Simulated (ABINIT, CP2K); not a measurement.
A CP2K input for a self-consistent single point of BeO (P6_3mc, 4 atoms in the cell) (DFT LDA (Pade form), GPW, DZVP-MOLOPT-SR-GTH basis, GTH-PADE potentials (GTH_POTENTIALS)):

```
&GLOBAL
  PROJECT run
  RUN_TYPE ENERGY_FORCE
  PRINT_LEVEL MEDIUM
&END GLOBAL
&FORCE_EVAL
  METHOD Quickstep
  STRESS_TENSOR ANALYTICAL
  &DFT
    BASIS_SET_FILE_NAME BASIS_MOLOPT
    POTENTIAL_FILE_NAME GTH_POTENTIALS
    &QS
      METHOD GPW
      EPS_DEFAULT 1E-10
    &END QS
    &MGRID
      CUTOFF 600
      REL_CUTOFF 50
      NGRIDS 5
    &END MGRID
    &SCF
      SCF_GUESS ATOMIC
      EPS_SCF 1E-7
      MAX_SCF 100
      ADDED_MOS 5
      &DIAGONALIZATION
        ALGORITHM STANDARD
      &END DIAGONALIZATION
      &MIXING
        METHOD BROYDEN_MIXING
        ALPHA 0.3
        NBUFFER 12
        BETA 1
      &END MIXING
    &END SCF
    &KPOINTS
      SCHEME MONKHORST-PACK 9 9 5
    &END KPOINTS
    &XC
      &XC_FUNCTIONAL PADE
      &END XC_FUNCTIONAL
    &END XC
    &PRINT
      &MO
        EIGENVALUES T
        OCCUPATION_NUMBERS T
        NDIGITS 8
        FILENAME mo
        &EACH
          QS_SCF 0
        &END EACH
        ADD_LAST NUMERIC
      &END MO
      &MULLIKEN ON
      &END MULLIKEN
    &END PRINT
  &END DFT
  &SUBSYS
    &CELL
      A 2.71718100 0.00000000 0.00000000
      B -1.35859100 2.35314800 0.00000000
      C 0.00000000 0.00000000 4.41321600
      PERIODIC XYZ
    &END CELL
    &COORD
      SCALED
      Be       0.33333300     0.66666700     0.00016000
      Be       0.66666700     0.33333300     0.50016000
      O        0.33333300     0.66666700     0.37734000
      O        0.66666700     0.33333300     0.87734000
    &END COORD
    &KIND Be
      BASIS_SET DZVP-MOLOPT-SR-GTH
      POTENTIAL GTH-PADE-q4
    &END KIND
    &KIND O
      BASIS_SET DZVP-MOLOPT-SR-GTH
      POTENTIAL GTH-PADE-q6
    &END KIND
  &END SUBSYS
  &PRINT
    &FORCES ON
    &END FORCES
    &STRESS_TENSOR ON
    &END STRESS_TENSOR
  &END PRINT
&END FORCE_EVAL
```

**Question.** Write the same calculation as an input for ABINIT.

**Answer.** One input that does it (others would too):

```
# BeO, JTH v2.0 LDA PAW
pp_dirpath "./"
pseudos "Be.LDA_PW-JTH.xml, O.LDA_PW-JTH.xml"
acell 3*1.0 Angstrom
rprim
         2.7171811312    0.0000002195    0.0000000000
        -1.3585907558    2.3531477766    0.0000000000
         0.0000000000    0.0000000000    4.4132160000
natom 4
ntypat 2
znucl 4 8
typat 1 1 2 2
xcart
        -0.0000001268    1.5687652576    0.0007061146
         1.3585905022    0.7843827386    2.2073141146
        -0.0000001268    1.5687652576    1.6652829254
         1.3585905022    0.7843827386    3.8718909254
      Angstrom
ecut 24
pawecutdg 48
pawxcdev 0
ixc 7
occopt 1
nband 12
kptopt 1
ngkpt 9 9 5
nshiftk 1
shiftk 0 0 0
nstep 60
tolvrs 1.0e-11
diemac 9
prtwf 0
prtden 0
prtvol 1
enunit 1
```

Basis settings and potentials, where a program has them, do not carry over. This input uses DFT, LDA (PW92), plane waves, PAW (JTH v2.0 LDA PAW). LDA parametrisations can differ slightly between programs.

The starting cell comes from a database of computed structures (which also holds hypothetical and non-ambient phases and stackings), without a prior relaxation at this level. Its lattice was rescaled by a random factor within 2.5 % of one.
